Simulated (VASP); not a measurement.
# Be18H4C in VASP: notebook, part 4 of 4

VASP 6.6.1. Earlier steps stand in the parts before.

## Step 5: Single point, PBEsol

Contents of INCAR:

```
ALGO = Fast
EDIFF = 1E-6
ENCUT = 520
GGA = PS
ISIF = 2
ISMEAR = -1
LASPH = True
LCHARG = False
LREAL = Auto
LWAVE = False
NBANDS = 39
NELM = 100
PREC = Accurate
SIGMA = 0.15
```

Contents of KPOINTS:

```
k-points
0
Gamma
  5 4 1
```

Contents of POSCAR:

```
Be18H4C
1.0
    4.5800000000      0.0000000000      0.0000000000
    3.4350000000      5.9495950000      0.0000000000
    0.0000000000      0.0000000000     16.5884300000
Be C H
18 1 4
Direct
    0.0000000000      0.0000000000      0.0602829804
    0.5000000000      0.0000000000      0.0602829804
    0.0000000420      0.3333332773      0.0602829804
    0.5000000420      0.3333332773      0.0602829804
   -0.0000000420      0.6666667227      0.0602829804
    0.4999999580      0.6666667227      0.0602829804
   -0.1671561722      0.2224591758      0.1703081606
    0.3329121635      0.2224679159      0.1703035188
   -0.1671507750      0.5558423725      0.1703528303
    0.3328661332      0.5558055632      0.1703436070
   -0.1671491050      0.8891627077      0.1703015897
    0.3328656951      0.8891566569      0.1703671173
   -0.0001338207      0.0000660549      0.2803912727
    0.5000837444      0.0000411793      0.2803349684
    0.0001752432      0.3332280601      0.2803266494
    0.4999723419      0.3332808368      0.2803892231
   -0.0000268215      0.6667257183      0.2803252628
    0.4999991581      0.6666855475      0.2805569303
    0.5172209664      0.6606026124      0.5102360501
    0.2715313258      0.6854743894      0.4907801401
    0.7183438499      0.4978638042      0.4878415860
    0.5524718130      0.7958911489      0.4855607191
    0.5263806464      0.6631800988      0.5763467670
```

Potentials or basis: VASP PAW PBE potentials, release 64 (Be, C, H).

Command:

```bash
$ cat potpaw_PBE.64/Be/POTCAR potpaw_PBE.64/C/POTCAR potpaw_PBE.64/H/POTCAR > POTCAR
$ mpirun -np 1 vasp_std > vasp.out
```

OUTCAR:

```text
EDIFF = 1E-6
   ENCUT = 520
   GGA = PS
   ISIF = 2
   ISMEAR = -1
   LASPH = True
   LREAL = Auto
   NELM = 100
   PREC = Accurate

 ion  position               nearest neighbor table
   1  0.000  0.000  0.060-  12 2.25  11 2.25   7 2.25   5 2.29   3 2.29   6 2.29   4 2.29   2 2.29
                             2 2.29
   2  0.500  0.000  0.060-  11 2.25   8 2.25  12 2.25   6 2.29   4 2.29   3 2.29   5 2.29   1 2.29
                             1 2.29
   3  0.000  0.333  0.060-   8 2.25   7 2.25   9 2.26   1 2.29   2 2.29   4 2.29   4 2.29   6 2.29
                             5 2.29
   4  0.500  0.333  0.060-   7 2.25   8 2.25  10 2.26   2 2.29   1 2.29   3 2.29   3 2.29   5 2.29
[... 673 lines left out ...]
  in kB      -48.7823494    -46.9942970      0.8999281     -0.5209474      0.0128776     -0.0007533
  external PRESSURE =     -31.6255728 kB  Pullay stress =       0.0000000 kB

 VOLUME and BASIS-vectors are now :
 -----------------------------------------------------------------------------
  energy-cutoff  :      520.00
  volume of cell :      452.02
      direct lattice vectors                 reciprocal lattice vectors
     4.580000000  0.000000000  0.000000000     0.218340611 -0.126059001  0.000000000
     3.435000000  5.949595000  0.000000000     0.000000000  0.168078668  0.000000000
     0.000000000  0.000000000 16.588430000     0.000000000  0.000000000  0.060282980

 POSITION                                       TOTAL-FORCE (eV/Angst)
 -----------------------------------------------------------------------------------
      0.00000      0.00000      1.00000        -0.000179      0.000500     -0.012201
      2.29000      0.00000      1.00000         0.000002      0.000654     -0.013256
      1.14500      1.98320      1.00000         0.000921     -0.000387     -0.013368
      3.43500      1.98320      1.00000        -0.001134     -0.000970     -0.012273
      6.87000      3.96640      1.00000        -0.000508     -0.000463     -0.013647
      4.58000      3.96640      1.00000         0.000249      0.000576     -0.007880
[... 15 lines left out ...]
      5.26421      4.73523      8.05469         0.009925      0.014009     -0.006340
      4.68885      3.94565      9.56069         0.001427      0.003020      0.031205
 -----------------------------------------------------------------------------------
    total drift:                                0.005016      0.001104     -0.006750

  FREE ENERGIE OF THE ION-ELECTRON SYSTEM (eV)
  ---------------------------------------------------
  free  energy   TOTEN  =       -89.4399814695 eV

  energy  without entropy=      -89.0628906665  energy(sigma->0) =      -89.25143607
```

OSZICAR:

```text
N       E                     dE             d eps       ncg     rms          rms(c)
DAV:   1     0.119947996064E+03    0.11995E+03   -0.14709E+04   858   0.847E+02
DAV:   2    -0.802487841311E+02   -0.20020E+03   -0.19162E+03  1167   0.166E+02
DAV:   3    -0.960483787540E+02   -0.15800E+02   -0.15538E+02  1116   0.426E+01
DAV:   4    -0.965649337618E+02   -0.51656E+00   -0.51601E+00  1100   0.837E+00
[... 12 lines left out ...]
RMM:  17    -0.894399322272E+02   -0.10729E-03   -0.55706E-05  1131   0.221E-02    0.457E-03
RMM:  18    -0.894399614344E+02   -0.29207E-04   -0.15516E-05   970   0.108E-02    0.291E-03
RMM:  19    -0.894399791312E+02   -0.17697E-04   -0.12500E-05   881   0.821E-03    0.474E-03
RMM:  20    -0.894399812846E+02   -0.21534E-05   -0.38907E-06   844   0.464E-03    0.618E-04
RMM:  21    -0.894399814695E+02   -0.18491E-06   -0.99737E-07   664   0.264E-03
   1 F= -.89439981E+02 E0= -.89251436E+02  d E =-.377091E+00
```

It took 4.8 min on 1 thread of AMD EPYC 9R14 (Zen 4), shared host; peak memory 0.54 GiB.

Results:

| Property | Result |
| --- | --- |
| Free energy | -89.4400 eV |
| Largest force | 0.031 eV/Å |
| Band gap on the k mesh | none (metal or under the smearing width) |

Forces on the atoms (eV/Å):
```
Be   0.000  0.001 -0.012
Be   0.000  0.001 -0.013
Be   0.001  0.000 -0.013
Be  -0.001 -0.001 -0.012
Be  -0.001  0.000 -0.014
Be   0.000  0.001 -0.008
Be   0.000  0.000  0.001
Be  -0.001  0.000  0.001
Be  -0.001 -0.001  0.001
Be   0.000  0.000  0.001
Be   0.000  0.001 -0.001
Be  -0.001  0.001  0.000
Be   0.001  0.000  0.013
Be  -0.001  0.002  0.013
Be  -0.001  0.000  0.012
Be   0.001  0.000  0.012
Be   0.000 -0.001  0.013
Be  -0.001 -0.001  0.012
C    0.002  0.005 -0.015
H   -0.018  0.000 -0.004
H    0.009 -0.022 -0.011
H    0.010  0.014 -0.006
H    0.001  0.003  0.031
```

Caveat: the PAW data sets were made with another functional, which shifts forces and pressure a little.

## Step 6: Single point, PBEsol

Contents of INCAR:

```
PREC = Accurate
ENCUT = 520
EDIFF = 1E-6
ISMEAR = -1
SIGMA = 0.15
LREAL = Auto
LASPH = True
NELM = 100
ALGO = Fast
ISIF = 2
LWAVE = False
LCHARG = False
GGA = PS
NBANDS = 39
```

Contents of KPOINTS:

```
Automatic mesh
0
Gamma
  5 4 1
```

Contents of POSCAR:

```
Be18H4C
1.0
    4.5800000000      0.0000000000      0.0000000000
    3.4350000000      5.9495950000      0.0000000000
    0.0000000000      0.0000000000     16.5884300000
Be C H
18 1 4
Direct
    0.0000000000      0.0000000000      0.0602829804
    0.5000000000      0.0000000000      0.0602829804
    0.0000000420      0.3333332773      0.0602829804
    0.5000000420      0.3333332773      0.0602829804
   -0.0000000420      0.6666667227      0.0602829804
    0.4999999580      0.6666667227      0.0602829804
   -0.1671792735      0.2224576631      0.1703137669
    0.3328928211      0.2224724540      0.1703000826
   -0.1671689123      0.5558240519      0.1703757981
    0.3328623769      0.5557951424      0.1703251604
   -0.1671582331      0.8891774986      0.1702935118
    0.3328088789      0.8891669097      0.1703623550
   -0.0001367417      0.0000484067      0.2803862692
    0.4999887371      0.0000936198      0.2803324968
    0.0001214982      0.3332120926      0.2803215856
    0.4999662078      0.3332875599      0.2803777090
    0.0000331191      0.6667147932      0.2803461208
    0.4998921363      0.6666576464      0.2805355299
    0.5963017119      0.6641112546      0.5094952928
    0.3510665155      0.6865279065      0.4910025843
    0.7983709295      0.5019706383      0.4869810464
    0.6271004284      0.8003781770      0.4840591304
    0.6084390587      0.6676335112      0.5755418084
```

Potentials or basis: VASP PAW PBE potentials, release 64 (Be, C, H).

Command:

```bash
$ cat potpaw_PBE.64/Be/POTCAR potpaw_PBE.64/C/POTCAR potpaw_PBE.64/H/POTCAR > POTCAR
$ mpirun -np 1 vasp_std > vasp.out
```

Run time: 4.8 min. Hardware: 1 thread of AMD EPYC 9R14 (Zen 4), shared host; peak memory 0.54 GiB.

The run converged. Its results:

```
Free energy            : -89.4400 eV
Largest force          : 0.037 eV/Å
Band gap on the k mesh : none (metal or under the smearing width)
```

Forces in eV/Å, atoms in the order of the input:
```
Be   0.000  0.001 -0.013
Be   0.000  0.000 -0.014
Be   0.000  0.000 -0.014
Be   0.000 -0.001 -0.013
Be  -0.001 -0.001 -0.014
Be   0.001  0.000 -0.009
Be   0.000  0.000  0.000
Be   0.000  0.000  0.000
Be   0.000  0.000  0.000
Be   0.000  0.000  0.000
Be   0.000  0.000  0.000
Be   0.000  0.000  0.000
Be   0.000  0.000  0.012
Be   0.000  0.000  0.012
Be   0.000  0.000  0.012
Be   0.000  0.000  0.012
Be   0.000  0.000  0.012
Be   0.000  0.000  0.011
C   -0.004  0.003  0.012
H   -0.032  0.002 -0.009
H    0.014 -0.032 -0.013
H    0.019  0.027 -0.015
H    0.002  0.000  0.033
```

Levels at points of the mesh, in eV from the Fermi level:
```
           k point  band 18  band 19  band 20  band 21  band 22  band 23  band 24  band 25  band 26  band 27
(0.00, 0.00, 0.00)    -1.81    -1.75    -0.87    -0.87    -0.04    -0.04     2.10     2.10     2.86     3.60
(0.00, 0.50, 0.00)    -1.81    -1.74    -1.74    -0.82    -0.80    -0.04    -0.04     2.86     2.86     3.60
```

Caveat: the PAW data sets were made with another functional, which shifts forces and pressure a little.
